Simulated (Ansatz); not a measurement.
Crystal: NiO.

```
Ni O
1.0
     0.00000    2.08590    2.08590
     2.08590    0.00000    2.08590
     2.08590    2.08590    0.00000
Ni O
1 1
Direct
  0.00000 0.00000 0.00000
  0.50000 0.50000 0.50000
```

Base run:

```yaml
Program: Ansatz 0.2.0
Functional: PBE
Potentials_or_basis: all-electron LAPW, scalar-relativistic
Cutoff: 378 eV (chosen from the basis error)
Basis_error_allowed: 0.001 eV/atom
k_mesh: 11 × 11 × 11
Occupations: fermi-dirac, width 0.05 eV
Spin: collinear spin, ferromagnetic start
Starting_moments: "[1.0, 0.0] μB"
```

Its results: pressure 6.3 GPa; net moment 1.78 μB per cell; site moments Ni +1.48; O +0.29 μB.

Problem. The run is repeated on the same cell with these changes: functional from PBE to LDA. What comes out?

Solution. Pressure -19.8 GPa; net moment -0.30 μB per cell; site moments Ni -0.26; O -0.04 μB.

LDA binds more tightly than PBE, so the same cell stands under less pressure.

Caveats: a cell with one magnetic atom can't hold antiferromagnetic order, which such compounds often take (some runs).
